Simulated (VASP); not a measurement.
Wanted: the native input for a VASP 6.6.1 run.

```
Task                   : relaxation of the atoms
Functional             : PBE
Dispersion             : D3(BJ)
Potentials or basis    : VASP PAW PBE potentials, release 64 (Be, Te)
Cutoff                 : 600 eV
k mesh                 : 8 × 8 × 8
Occupations            : gaussian, width 0.03 eV
Spin                   : no spin polarisation
Further INCAR settings : ALGO = Normal; EDIFF = 1e-07; IBRION = 2; EDIFFG = -0.01; NSW = 40
```

The structure of BeTe lies in POSCAR:

```
BeTe                                    
1.0
    0.0000000000      2.7928977096      2.7928977096
    2.7928977096      0.0000000000      2.7928977096
    2.7928977096      2.7928977096      0.0000000000
  Be              Te            
     1     1
Direct
     0.0000000000000000    0.0000000000000000    0.0000000000000000
     0.2500000000000000    0.2500000000000000    0.2500000000000000
```

These files were run (other wordings do the same):

INCAR

```
SYSTEM = BeTe
PREC = Accurate ; ENCUT = 600
EDIFF = 1E-7 ; ISMEAR = 0
SIGMA = 0.03 ; LREAL = .False.
LASPH = .True. ; NELM = 80
ALGO = Normal ; ISIF = 2
LWAVE = .False. ; LCHARG = .False.
GGA = PE ; IVDW = 12
IBRION = 2 ; NSW = 40
EDIFFG = -0.01
```

KPOINTS

```
regular mesh
0
Gamma
  8 8 8
  0 0 0
```

Potentials or basis: VASP PAW PBE potentials, release 64 (Be, Te).

Launch:

```console
$ cat potpaw_PBE.64/Be/POTCAR potpaw_PBE.64/Te/POTCAR > POTCAR
$ mpirun -np 1 vasp_std > vasp.out
```

It gave:

| Quantity | Value |
| --- | --- |
| Pressure after relaxing | 0.0 GPa |
| Band gap on the k mesh | 1.91 eV, indirect (least direct gap 3.59 eV) |
| Dispersion energy per atom | -0.347 eV |

Caveat: the relaxation stopped at its first step, so nothing moved; spin-orbit coupling is left out, which moves the levels of the heavy elements.

It took 7.2 s on 1 thread of AMD EPYC 9R45 96-Core Processor (Zen 5), on a shared host, peak memory 0.16 GiB.
